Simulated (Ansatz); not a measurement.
PbTe in the h-MgO structure, relaxed with r2SCAN. It is hexagonal, P6_3/mmc (No. 194); a = 5.498 Å, c = 6.575 Å in the conventional setting, 43.04 Å³ an atom. Around Pb lie 5 Te at 3.17–3.29 Å; around Te lie 5 Pb at 3.17–3.29 Å.

3 runs of the plane-wave code Ansatz on this cell differ in the functional (and in the settings that go with it). Levels are in eV from each run's valence top; v1 is the last filled band, c1 the first empty one.

Run A, mean stress -2.2 GPa (compression positive):

| point | v2 | v1 | c1 | c2 |
| --- | --- | --- | --- | --- |
| Γ | -1.33 | -1.33 | 1.26 | 1.26 |
| M | -1.75 | -0.41 | 2.26 | 3.36 |
| K | -0.37 | -0.37 | 2.18 | 2.18 |
| A | -1.18 | -1.18 | 1.77 | 1.77 |

Run B, mean stress +0.6 GPa (compression positive):

| point | v2 | v1 | c1 | c2 |
| --- | --- | --- | --- | --- |
| Γ | -1.36 | -1.36 | 1.32 | 1.32 |
| M | -1.78 | -0.41 | 2.34 | 3.44 |
| K | -0.37 | -0.37 | 2.27 | 2.27 |
| A | -1.17 | -1.17 | 1.81 | 1.81 |

Run C, mean stress 0.0 GPa (compression positive):

| point | v2 | v1 | c1 | c2 |
| --- | --- | --- | --- | --- |
| Γ | -1.48 | -1.48 | 1.49 | 1.49 |
| M | -1.91 | -0.44 | 2.59 | 3.70 |
| K | -0.40 | -0.40 | 2.53 | 2.53 |
| A | -1.22 | -1.22 | 1.99 | 1.99 |

Q: Match the runs to LDA, PBE, r2SCAN.

A: A is LDA, B is PBE, C is r2SCAN. In order of the gap: LDA 1.04, PBE 1.12, r2SCAN 1.38 eV. The stress vanishes for r2SCAN, which relaxed the cell.

The calculation is spin-unpolarised, and the structure need not be a phase that has been made.

Spin-orbit coupling is left out; in compounds of Pb, Bi, Tl or Hg it can lower a gap by up to about 1 eV, split its edges or invert the bands.
